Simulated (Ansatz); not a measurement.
Crystal: MnO.

```
Mn O
1.0
     0.00000    2.22391    2.22391
     2.22391    0.00000    2.22391
     2.22391    2.22391    0.00000
Mn O
1 1
Direct
  0.00000 0.00000 0.00000
  0.50000 0.50000 0.50000
```

The cell is a database's computed one.

```yaml
Program: Ansatz 0.2.0
Task: relaxation of cell and atoms
Functional: BLYP
Potentials_or_basis: Ansatz PAW
Cutoff: "420 eV (not typed: the program's choice for these potentials)"
k_mesh: 10 × 10 × 10
Occupations: fermi-dirac, width 0.05 eV
Spin: collinear spin, ferromagnetic start
Starting_moments: "[4.0, 0.0] μB"
```

At the start: volume 11.00 Å³/atom.

Task: How do energy, volume and symmetry change on relaxing?

Result: It ends after 7 steps and the volume is 11.39 Å³/atom (+3.5 %); space group Fm-3m (No. 225, to 0.05 Å); moment 4.80 μB per cell.

The path:
| step | energy change (eV) | largest force (eV/Å) | volume (Å³) |
| --- | --- | --- | --- |
| 1 | 0.0000 | 0.0000 | 22.00 |
| 2 | -0.0054 | 0.0000 | 22.39 |
| 3 | -0.0054 | 0.0000 | 22.82 |
| 4 | -0.0060 | 0.0000 | 22.73 |
| 5 | -0.0099 | 0.0000 | 22.73 |
| 6 | -0.0097 | 0.0000 | 22.78 |
| 7 | -0.0100 | 0.0000 | 22.78 |

Final structure:
```
CELL_PARAMETERS angstrom
0.00000 2.24989 2.24989
2.24989 0.00000 2.24989
2.24989 2.24989 0.00000
ATOMIC_POSITIONS crystal
Mn 0.00000 0.00000 0.00000
O 0.50000 0.50000 0.50000
```

Caveat: the plane-wave basis is chosen anew once the cell has moved, so the energies of steps on either side of that aren't comparable; the pressure holds a Pulay correction of +0.7 GPa for the finite cutoff; a cell with one magnetic atom can't hold antiferromagnetic order, which such compounds often take; the PAW data sets come from PBE, with cores solved anew for the run's functional, which leaves a small shift of forces and pressure.
